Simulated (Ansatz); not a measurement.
input.yaml

```yaml
crystal:
  lattice:
    - [21.5, 0.0, 0.0]
    - [0.0, 10.0, 0.0]
    - [0.0, 0.0, 6.9080434641]
  atoms:
    - { symbol: Ge, position: [0.6391288635, 0.4671245608, 0.3333333333] }
    - { symbol: Ge, position: [0.7318814392, 0.4671245608, 0.8333333333] }
    - { symbol: Ge, position: [0.4536237122, 0.4671245608, 0.3333333333] }
    - { symbol: Ge, position: [0.5463762878, 0.4671245608, 0.8333333333] }
    - { symbol: Ge, position: [0.2681185608, 0.4671245608, 0.3333333333] }
    - { symbol: Ge, position: [0.3608711365, 0.4671245608, 0.8333333333] }
    - { symbol: Ge, position: [0.7318814392, 0.5328754392, 0.1666666667] }
    - { symbol: Ge, position: [0.5463762878, 0.5328754392, 0.1666666667] }
    - { symbol: Ge, position: [0.6391288635, 0.5328754392, 0.6666666667] }
    - { symbol: Ge, position: [0.3608711365, 0.5328754392, 0.1666666667] }
    - { symbol: Ge, position: [0.4536237122, 0.5328754392, 0.6666666667] }
    - { symbol: Ge, position: [0.2681185608, 0.5328754392, 0.6666666667] }
    - { symbol: H, position: [0.7915290326, 0.509407825, 0.7261528533] }
    - { symbol: H, position: [0.2084709674, 0.509407825, 0.2261528533] }
    - { symbol: H, position: [0.7915290326, 0.490592175, 0.2738471467] }
    - { symbol: H, position: [0.2084709674, 0.490592175, 0.7738471467] }
basis:
  ecutwfc: 420
kpoints:
  mp_grid: { grid: [1, 1, 8] }
hamiltonian:
  xc: pbesol
scf:
  occupations: { method: gaussian, width: 0.05 }
output:
  forces: true
  stress: true
  eigenvalues: true
  populations: true
  write_density: true
  write_potential: true
  elf: true
  volumetric_format: npy
relax:
  adjacent_minimum: "off"
  f_tol: 0.02
  max_steps: 45
  cell: { fix: [a, b, alpha, beta, gamma], stress_tol: 0.03 }
```

Run as
```bash
ansatz run input.yaml --threads 4 --pin off --max-ram 11264MiB --backend cpu --events-out ev --progress --plain --runs-dir out
```

All numbers below come from DFT PBEsol, scalar-relativistic, plane waves, PAW (Ansatz).

From the run's log, abridged (iterations and final results):

```
SCF iter   1: F=—  HF=-51095.870774 eV  |F-HF|=—  |Δ(HF+E_count)|=         —  Δρ=2.13e-3  dr2=1.48e-1  ethr=1.77e-3  ⟨swp⟩=6.4  Hψ=1962  notcnv=0  defer=18
SCF iter   2: F=—  HF=-51095.842342 eV  |F-HF|=—  |Δ(HF+E_count)|=   2.84e-2  Δρ=9.56e-4  dr2=6.27e-2  ethr=8.63e-5  ⟨swp⟩=2.8  Hψ=732  notcnv=0  defer=58
SCF iter   3: F=—  HF=-51095.848611 eV  |F-HF|=—  |Δ(HF+E_count)|=   6.27e-3  Δρ=6.11e-4  dr2=5.13e-2  ethr=3.64e-5  ⟨swp⟩=2.2  Hψ=578  notcnv=0  defer=58
SCF iter   4: F=—  HF=-51095.845186 eV  |F-HF|=—  |Δ(HF+E_count)|=   3.42e-3  Δρ=2.39e-4  dr2=1.65e-3  ethr=2.98e-5  ⟨swp⟩=2.0  Hψ=558  notcnv=0  defer=58
SCF iter   5: F=—  HF=-51095.848443 eV  |F-HF|=—  |Δ(HF+E_count)|=   3.26e-3  Δρ=8.45e-5  dr2=1.57e-4  ethr=9.59e-7  ⟨swp⟩=2.2  Hψ=627  notcnv=0  defer=54
SCF iter   6: F=—  HF=-51095.848896 eV  |F-HF|=—  |Δ(HF+E_count)|=   4.53e-4  Δρ=3.22e-5  dr2=1.72e-5  ethr=9.12e-8  ⟨swp⟩=2.6  Hψ=774  notcnv=0  defer=54
SCF iter   7: F=—  HF=-51095.849151 eV  |F-HF|=—  |Δ(HF+E_count)|=   2.55e-4  Δρ=1.20e-5  dr2=3.92e-6  ethr=1.00e-8  ⟨swp⟩=2.2  Hψ=840  notcnv=0  defer=54
SCF iter   8: F=—  HF=-51095.849152 eV  |F-HF|=—  |Δ(HF+E_count)|=   8.36e-7  Δρ=3.69e-6  dr2=1.91e-7  ethr=2.28e-9  ⟨swp⟩=2.0  Hψ=859  notcnv=0  defer=54
SCF iter   9: F=-51095.849153 eV  HF=-51095.849153 eV  |F-HF|=1.06e-7  |Δ(HF+E_count)|=   5.63e-7  Δρ=6.99e-7  dr2=7.72e-9  ethr=5.81e-11  ⟨swp⟩=23.2  Hψ=3990  notcnv=0
SCF 1 converged in 9 iterations: F = -51095.849153 eV  dr2 = 7.72e-9
relax step   1: F+E_penalty+E_count = -51095.84915281 eV  Δ(F+E_penalty+E_count) = +0.000e0 eV  max|allowed force component| = 5.818e-1 eV/Å  Δτ_max = 0.0000 Å  P = -0.127 GPa  Ω = 1485.229 Å³  fix = [a, b, alpha, beta, gamma]  reactions: a -0.172, b +0.004 GPa; alpha +0.061 GPa/rad (9 SCF iters, dr2 threshold 1.00e-7 eV, accepted)
Crystal: 16 atoms, lattice volume = 1485.805 Å³
Basis set: ecut = 420 eV, 29093 PW (Γ), exchange–correlation on 288×144×96 points (8 copies of the dense FFT grid, shifted against one another)
Initial density: handed on by an earlier stage of this run
Initial wavefunctions: those handed on with the density
SCF iter   1: F=—  HF=-51095.926501 eV  |F-HF|=—  |Δ(HF+E_count)|=         —  Δρ=2.88e-3  dr2=7.94e-2  ethr=4.49e-5  ⟨swp⟩=2.4  Hψ=2048  notcnv=0
SCF iter   2: F=—  HF=-51095.911298 eV  |F-HF|=—  |Δ(HF+E_count)|=   1.52e-2  Δρ=1.24e-3  dr2=1.43e-2  ethr=4.49e-5  ⟨swp⟩=2.8  Hψ=721  notcnv=0
SCF iter   3: F=—  HF=-51095.911813 eV  |F-HF|=—  |Δ(HF+E_count)|=   5.16e-4  Δρ=5.24e-4  dr2=2.28e-2  ethr=8.33e-6  ⟨swp⟩=3.2  Hψ=735  notcnv=0
SCF iter   4: F=—  HF=-51095.909315 eV  |F-HF|=—  |Δ(HF+E_count)|=   2.50e-3  Δρ=1.77e-4  dr2=1.37e-3  ethr=8.33e-6  ⟨swp⟩=2.4  Hψ=622  notcnv=0
SCF iter   5: F=—  HF=-51095.909405 eV  |F-HF|=—  |Δ(HF+E_count)|=   9.06e-5  Δρ=5.20e-5  dr2=4.10e-5  ethr=7.95e-7  ⟨swp⟩=2.0  Hψ=578  notcnv=0
SCF iter   6: F=—  HF=-51095.909432 eV  |F-HF|=—  |Δ(HF+E_count)|=   2.71e-5  Δρ=1.50e-5  dr2=6.81e-6  ethr=2.38e-8  ⟨swp⟩=2.2  Hψ=705  notcnv=0
SCF iter   7: F=-51095.909442 eV  HF=-51095.909439 eV  |F-HF|=3.14e-6  |Δ(HF+E_count)|=   6.96e-6  Δρ=5.69e-6  dr2=5.43e-7  ethr=9.30e-10  ⟨swp⟩=16.0  Hψ=4251  notcnv=0
SCF 2 converged in 7 iterations: F = -51095.909442 eV  dr2 = 5.43e-7
  Residual-converged pass: ⟨swp⟩=1.0  Hψ=540  notcnv=0  max |occ|·‖R‖ = 6.7e-9 eV (tolerance 1.0e-8 eV) dr2=5.43e-7  dr2_onsite=4.58e-8  max |Δocc| = 2.8e-20
relax step   2: F+E_penalty+E_count = -51095.90944240 eV  Δ(F+E_penalty+E_count) = -6.029e-2 eV  max|allowed force component| = 6.514e-2 eV/Å  Δτ_max = 0.0806 Å  P = +0.024 GPa  Ω = 1485.805 Å³  energy of the carried Pulay correction = -3.241e-5 eV  fix = [a, b, alpha, beta, gamma]  reactions: a +0.086, b -0.011 GPa; alpha -0.012 GPa/rad (7 SCF iters, dr2 threshold 1.60e-6 eV, accepted)
Crystal: 16 atoms, lattice volume = 1484.713 Å³
Basis set: ecut = 420 eV, 29069 PW (Γ), exchange–correlation on 288×144×96 points (8 copies of the dense FFT grid, shifted against one another)
SCF iter   1: F=—  HF=-51095.918929 eV  |F-HF|=—  |Δ(HF+E_count)|=         —  Δρ=1.03e-3  dr2=1.07e-2  ethr=5.63e-6  ⟨swp⟩=3.0  Hψ=1817  notcnv=0
SCF iter   2: F=—  HF=-51095.916822 eV  |F-HF|=—  |Δ(HF+E_count)|=   2.11e-3  Δρ=4.74e-4  dr2=2.84e-3  ethr=5.63e-6  ⟨swp⟩=2.0  Hψ=612  notcnv=0
SCF iter   3: F=—  HF=-51095.917197 eV  |F-HF|=—  |Δ(HF+E_count)|=   3.74e-4  Δρ=2.56e-4  dr2=6.91e-3  ethr=1.65e-6  ⟨swp⟩=2.0  Hψ=618  notcnv=0  recentre
SCF iter   4: F=—  HF=-51095.916317 eV  |F-HF|=—  |Δ(HF+E_count)|=   8.80e-4  Δρ=4.70e-5  dr2=4.72e-5  ethr=1.65e-6  ⟨swp⟩=2.0  Hψ=585  notcnv=0
SCF iter   5: F=—  HF=-51095.916575 eV  |F-HF|=—  |Δ(HF+E_count)|=   2.59e-4  Δρ=1.58e-5  dr2=6.52e-6  ethr=2.75e-8  ⟨swp⟩=2.0  Hψ=624  notcnv=0
SCF iter   6: F=—  HF=-51095.916577 eV  |F-HF|=—  |Δ(HF+E_count)|=   2.00e-6  Δρ=4.55e-6  dr2=4.79e-7  ethr=3.79e-9  ⟨swp⟩=3.0  Hψ=950  notcnv=0
SCF iter   7: F=-51095.916579 eV  HF=-51095.916579 eV  |F-HF|=4.31e-7  |Δ(HF+E_count)|=   1.49e-6  Δρ=1.52e-6  dr2=5.06e-8  ethr=1.54e-10  ⟨swp⟩=14.6  Hψ=3817  notcnv=0
SCF 3 converged in 7 iterations: F = -51095.916579 eV  dr2 = 5.06e-8
relax step   3: F+E_penalty+E_count = -51095.91657929 eV  Δ(F+E_penalty+E_count) = -7.137e-3 eV  max|allowed force component| = 2.792e-2 eV/Å  Δτ_max = 0.0403 Å  P = -0.008 GPa  Ω = 1484.713 Å³  energy of the carried Pulay correction = +2.906e-5 eV  fix = [a, b, alpha, beta, gamma]  reactions: a -0.022, b +0.003 GPa; alpha -0.001 GPa/rad (7 SCF iters, dr2 threshold 2.65e-7 eV, accepted)
Crystal: 16 atoms, lattice volume = 1484.869 Å³
SCF iter   1: F=—  HF=-51095.918044 eV  |F-HF|=—  |Δ(HF+E_count)|=         —  Δρ=4.03e-4  dr2=1.76e-3  ethr=8.76e-7  ⟨swp⟩=2.0  Hψ=1753  notcnv=0
SCF iter   2: F=—  HF=-51095.917674 eV  |F-HF|=—  |Δ(HF+E_count)|=   3.71e-4  Δρ=1.87e-4  dr2=4.24e-4  ethr=8.76e-7  ⟨swp⟩=2.0  Hψ=595  notcnv=0
SCF iter   3: F=—  HF=-51095.917777 eV  |F-HF|=—  |Δ(HF+E_count)|=   1.03e-4  Δρ=9.23e-5  dr2=1.34e-3  ethr=2.46e-7  ⟨swp⟩=2.2  Hψ=636  notcnv=0  recentre
SCF iter   4: F=—  HF=-51095.917598 eV  |F-HF|=—  |Δ(HF+E_count)|=   1.79e-4  Δρ=1.68e-5  dr2=5.42e-6  ethr=2.46e-7  ⟨swp⟩=2.0  Hψ=578  notcnv=0
SCF iter   5: F=—  HF=-51095.917865 eV  |F-HF|=—  |Δ(HF+E_count)|=   2.68e-4  Δρ=5.67e-6  dr2=7.23e-7  ethr=3.15e-9  ⟨swp⟩=2.0  Hψ=625  notcnv=0
SCF iter   6: F=—  HF=-51095.917865 eV  |F-HF|=—  |Δ(HF+E_count)|=   1.50e-7  Δρ=1.96e-6  dr2=8.51e-8  ethr=4.20e-10  ⟨swp⟩=3.0  Hψ=946  notcnv=0
SCF iter   7: F=-51095.917866 eV  HF=-51095.917866 eV  |F-HF|=1.14e-8  |Δ(HF+E_count)|=   5.90e-8  Δρ=5.01e-7  dr2=5.72e-9  ethr=2.83e-11  ⟨swp⟩=13.6  Hψ=3519  notcnv=0
SCF 4 converged in 7 iterations: F = -51095.917866 eV  dr2 = 5.72e-9
relax step   4: F+E_penalty+E_count = -51095.91786553 eV  Δ(F+E_penalty+E_count) = -1.286e-3 eV  max|allowed force component| = 1.492e-2 eV/Å  Δτ_max = 0.0196 Å  P = -0.002 GPa  Ω = 1484.869 Å³  energy of the carried Pulay correction = +2.028e-5 eV  fix = [a, b, alpha, beta, gamma]  reactions: a -0.013, b +0.010 GPa; alpha +0.001 GPa/rad (7 SCF iters, dr2 threshold 4.87e-8 eV, accepted)
Initial wavefunctions: pseudopotential atomic-orbital guess (no wavefunctions were taken with the density)
SCF iter   1: F=—  HF=-51095.917586 eV  |F-HF|=—  |Δ(HF+E_count)|=         —  Δρ=1.31e-6  dr2=2.19e-8  ethr=2.52e-7  ⟨swp⟩=6.0  Hψ=3308  notcnv=0
SCF iter   2: F=—  HF=-51095.917852 eV  |F-HF|=—  |Δ(HF+E_count)|=   2.66e-4  Δρ=7.03e-7  dr2=7.44e-9  ethr=1.27e-11  ⟨swp⟩=3.6  Hψ=1451  notcnv=0
SCF iter   3: F=—  HF=-51095.917852 eV  |F-HF|=—  |Δ(HF+E_count)|=  1.60e-10  Δρ=4.47e-7  dr2=2.79e-9  ethr=4.33e-12  ⟨swp⟩=2.6  Hψ=956  notcnv=0
SCF iter   4: F=—  HF=-51095.917852 eV  |F-HF|=—  |Δ(HF+E_count)|=   4.80e-9  Δρ=2.14e-7  dr2=6.53e-9  ethr=1.62e-12  ⟨swp⟩=2.0  Hψ=630  notcnv=0
SCF iter   5: F=—  HF=-51095.917852 eV  |F-HF|=—  |Δ(HF+E_count)|=  2.33e-10  Δρ=7.11e-8  dr2=3.05e-10  ethr=1.62e-12  ⟨swp⟩=2.0  Hψ=584  notcnv=0
SCF iter   6: F=-51095.917852 eV  HF=-51095.917852 eV  |F-HF|=2.04e-10  |Δ(HF+E_count)|=  2.18e-10  Δρ=5.86e-8  dr2=5.34e-11  ethr=1.00e-12  ⟨swp⟩=10.4  Hψ=2691  notcnv=0
SCF 5 converged in 6 iterations: F = -51095.917852 eV  dr2 = 5.34e-11
WARN: The output density's exchange-correlation potential varies sharply where the density is thin. Do not read a vacuum level from v_tot or v_xc, or from such a field of the output density. On a cell that repeats whose density bears no net charge and no dipole along the vacuum's axis use v_es (v_loc + v_h of the components); under efield.dipole_correction with no amplitude use v_es + v_field, which holds any external_charges[].barrier, or the levels of the report's work_function block, which leave it out; under a non-zero efield.amplitude the vacuum is tilted and has no level; on a cell that repeats and bears such a dipole with no correction it is tilted too, and efield.dipole_correction wi ...
SCF converged after 6 iterations
Free energy (F): -51095.917852 eV
Harris-Foulkes:  -51095.917852 eV  (|F-HF|=2.04e-10)
Internal energy: -51095.917852 eV  (E = F + TS)
E sigma→0 (E₀):  -51095.917852 eV
Fermi energy:    -2.146710 eV
--- Per-component energies (eV) ---
  E_band       = -3551.911581
  E_kinetic    = 1377.543496
  E_local      = -85536.809917  (includes V_loc(G=0)·N_el)
  E_nonlocal   = 5038.422096
  E_hartree    = 40058.627984
  E_xc         = -923.441224
  E_vxc        = -806.478870  (∫ρ·V_xc dr)
  E_paw        = -23740.107572  (= ΣΔE_a)
  E_vpaw       = -3741.844116  (= ΣTr[D̂ρ^β])
  E_aug_tail   = -0.001180  (compensation charges beyond the density's cutoff)
  E_ewald      = 12618.833230
  E_core_change = 11.015235  (= ΣΔE_core)
  E_smearing   =  0.000000  (= −TS)
--- Forces (eV/Å), atoms counted from 1 ---
  atom   1  Ge     0.00199310    -0.00345861     0.00811516
  atom   2  Ge     0.01214545     0.00636867    -0.01066214
  atom   3  Ge     0.00354140    -0.00351006     0.00605569
  atom   4  Ge    -0.00354140    -0.00351006     0.00605569
  atom   5  Ge    -0.01214545     0.00636867    -0.01066214
  atom   6  Ge    -0.00199310    -0.00345861     0.00811516
  atom   7  Ge     0.01214545    -0.00636867     0.01066214
  atom   8  Ge    -0.00354140     0.00351006    -0.00605569
  atom   9  Ge     0.00199310     0.00345861    -0.00811516
  atom  10  Ge    -0.00199310     0.00345861    -0.00811516
  atom  11  Ge     0.00354140     0.00351006    -0.00605569
  atom  12  Ge    -0.01214545    -0.00636867     0.01066214
  atom  13  H     -0.01491031    -0.01160043     0.01051927
  atom  14  H      0.01491031    -0.01160043     0.01051927
  atom  15  H     -0.01491031     0.01160043    -0.01051927
  atom  16  H      0.01491031     0.01160043    -0.01051927
--- Stress (GPa, compression-positive) ---
       -0.013149       0.000000       0.000000
        0.000000       0.010515      -0.000411
        0.000000      -0.000411      -0.002366
  P = ⅓ Tr σ = -0.0017 GPa (-0.017 kbar)
--- Band table (eV; the first three rows and the last of 5) ---
  k-point 0: bands = ["-26.7173", "-26.7094", "-26.6976", "-26.6829", "-26.6772", "-26.6748", "-26.6708", "-26.6682", "-26.6641", "-26.6623", "-26.6587", "-26.6574", "-26.6538", "-26.6420", "-26.6225", "-26.5982", "-26.5958", "-26.5790", "-26.5765", "-26.5669", "-26.5651", "-26.5589", "-26.5515", "-26.5514", "-26.5459", "-26.5454", "-26.5347", "-26.5209", "-26.5028", "-26.4988", "-26.4962", "-26.4857", "-26.4708", "-26.4707", "-26.4663", "-26.4601", "-26.4576", "-26.4563", "-26.4554", "-26.4528", "-26.4366", "-26.4325", "-26.4249", "-26.4216", "-26.4112", "-26.4008", "-26.3999", "-26.3993", "-26.3775", "-26.3774", "-26.3634", "-26.3462", "-26.3442", "-26.3427", "-26.3263", "-26.3199", "-26.2 ...
  k-point 1: bands = ["-26.7156", "-26.7081", "-26.6960", "-26.6835", "-26.6770", "-26.6758", "-26.6718", "-26.6690", "-26.6646", "-26.6634", "-26.6586", "-26.6571", "-26.6511", "-26.6433", "-26.6232", "-26.6042", "-26.5889", "-26.5800", "-26.5769", "-26.5684", "-26.5623", "-26.5599", "-26.5538", "-26.5528", "-26.5454", "-26.5428", "-26.5323", "-26.5265", "-26.5063", "-26.5023", "-26.4929", "-26.4874", "-26.4745", "-26.4658", "-26.4648", "-26.4599", "-26.4573", "-26.4555", "-26.4528", "-26.4494", "-26.4365", "-26.4334", "-26.4252", "-26.4248", "-26.4148", "-26.4047", "-26.3989", "-26.3982", "-26.3764", "-26.3744", "-26.3595", "-26.3441", "-26.3412", "-26.3394", "-26.3269", "-26.3193", "-26.3 ...
  k-point 2: bands = ["-26.7108", "-26.7049", "-26.6915", "-26.6847", "-26.6787", "-26.6762", "-26.6740", "-26.6719", "-26.6661", "-26.6660", "-26.6596", "-26.6529", "-26.6465", "-26.6451", "-26.6259", "-26.6114", "-26.5821", "-26.5806", "-26.5752", "-26.5726", "-26.5629", "-26.5592", "-26.5569", "-26.5542", "-26.5430", "-26.5412", "-26.5328", "-26.5281", "-26.5169", "-26.5014", "-26.4939", "-26.4889", "-26.4788", "-26.4643", "-26.4596", "-26.4580", "-26.4528", "-26.4527", "-26.4490", "-26.4449", "-26.4361", "-26.4349", "-26.4324", "-26.4268", "-26.4212", "-26.4143", "-26.3983", "-26.3976", "-26.3702", "-26.3659", "-26.3510", "-26.3392", "-26.3350", "-26.3346", "-26.3255", "-26.3172", "-26.3 ...
  k-point 4: bands = ["-26.6998", "-26.6998", "-26.6853", "-26.6853", "-26.6798", "-26.6798", "-26.6776", "-26.6776", "-26.6695", "-26.6695", "-26.6555", "-26.6555", "-26.6394", "-26.6394", "-26.6276", "-26.6276", "-26.5800", "-26.5800", "-26.5714", "-26.5714", "-26.5662", "-26.5662", "-26.5592", "-26.5592", "-26.5386", "-26.5386", "-26.5299", "-26.5299", "-26.5113", "-26.5113", "-26.4986", "-26.4986", "-26.4681", "-26.4681", "-26.4536", "-26.4536", "-26.4481", "-26.4481", "-26.4441", "-26.4441", "-26.4376", "-26.4376", "-26.4333", "-26.4333", "-26.4293", "-26.4293", "-26.3992", "-26.3992", "-26.3485", "-26.3485", "-26.3442", "-26.3442", "-26.3303", "-26.3303", "-26.3136", "-26.3136", "-26.2 ...
--- Relaxed structure (4 steps of the walk, 4 accepted, 1 SCFs on fresh bases) ---
  F+E_penalty+E_count = -51095.91785217 eV   max|allowed force component| = 1.491e-2 eV/Å   (the final SCF, on the basis selected at the relaxed cell)
  cell:  # Å, volume = 1484.8690 Å³
    - [21.5, 0.0, 0.0]
    - [0.0, 10.0, 1.93417106e-113]
    - [0.0, 1.33613377e-113, 6.90636747]
  atoms:
    - { symbol: Ge, position: [0.63861580, 0.46624156, 0.33266242] }
    - { symbol: Ge, position: [0.72897667, 0.46730191, 0.83785011] }
    - { symbol: Ge, position: [0.45344664, 0.46709641, 0.33333238] }
    - { symbol: Ge, position: [0.54655335, 0.46709641, 0.83333238] }
    - { symbol: Ge, position: [0.27102332, 0.46730191, 0.33785011] }
    - { symbol: Ge, position: [0.36138419, 0.46624156, 0.83266242] }
    - { symbol: Ge, position: [0.72897667, 0.53269808, 0.16214988] }
    - { symbol: Ge, position: [0.54655335, 0.53290358, 0.16666761] }
    - { symbol: Ge, position: [0.63861580, 0.53375843, 0.66733757] }
    - { symbol: Ge, position: [0.36138419, 0.53375843, 0.16733757] }
    - { symbol: Ge, position: [0.45344664, 0.53290358, 0.66666761] }
    - { symbol: Ge, position: [0.27102332, 0.53269808, 0.66214988] }
    - { symbol: H, position: [0.78993548, 0.50498608, 0.72881687] }
    - { symbol: H, position: [0.21006451, 0.50498608, 0.22881687] }
    - { symbol: H, position: [0.78993548, 0.49501391, 0.27118312] }
    - { symbol: H, position: [0.21006451, 0.49501391, 0.77118312] }
--- Löwdin populations: 16 sites ---
  site symbol q [e]
     0     Ge     13.9712
     1     Ge     13.9179
     2     Ge     13.9652
     3     Ge     13.9652
     4     Ge     13.9179
     5     Ge     13.9712
     6     Ge     13.9179
     7     Ge     13.9652
     8     Ge     13.9712
     9     Ge     13.9712
    10     Ge     13.9652
    11     Ge     13.9179
    12      H      1.0105
    13      H      1.0105
    14      H      1.0105
    15      H      1.0105
  spilling = 0.003143 (of n_electrons = 172.000000)
```

The relaxation met its thresholds.

The run took 45 s on 4 threads of Intel(R) Xeon(R) 6975P-C (Granite Rapids), with other jobs on the host, peak memory 3.6 GiB.